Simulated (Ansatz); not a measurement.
C4H8 can be A, `C=CCC`, or B, `CC1CC1`.

Calculated with Ansatz (gas phase, PBE0-D4/def2-TZVP geometries, no zero-point term in ΔE). CCSD(T)/CBS is the MP2 limit (def2-TZVPP, def2-QZVPP) plus CCSD(T) − MP2 in def2-TZVPP, frozen cores. Functionals use def2-TZVPP. B3LYP here is the variant with VWN-RPA as its local correlation; programs differ in this. Each species was taken in one conformer, which may not be the lowest.

(1) Which isomer does CCSD(T)/CBS put lower? Give the gap. (Best estimate.)

(2) Give E(B) − E(A) in kJ/mol with LDA (SPW92), BLYP-D4, CCSD/def2-TZVPP, HF/def2-TZVPP, PBE0-D4, CCSD(T)/def2-SVP, B3LYP. (Best estimate.)

(3) Does the order hold for the free energy at 298.15 K (harmonic terms from PBE0-D4)? (Estimate.)

Largest T1 diagnostic: 0.010.

## Answers

(1) The calculation gave: A, by 24.5 kJ/mol.

(2) Computed: LDA (SPW92) -2.4, BLYP-D4 37.0, CCSD/def2-TZVPP 22.2, HF/def2-TZVPP 34.6, PBE0-D4 7.2, CCSD(T)/def2-SVP 18.8, B3LYP 29.9. The order is the other way round with LDA (SPW92).

(3) Computed: Yes: G(B) − G(A) = +30.1 kJ/mol, for one conformer each.

From BLYP to BHLYP (50 % exact exchange), in def2-TZVPP and without D4, E(B) − E(A) moves by −12.2 kJ/mol. Leaving LDA and LC-ωPBE aside and taking each functional with its dispersion term where it has one, the values, not all of them listed here, spread over 31.8 kJ/mol, from PBE-QIDH to BLYP-D4. LDA lies −16.0 kJ/mol from PBE without D4.
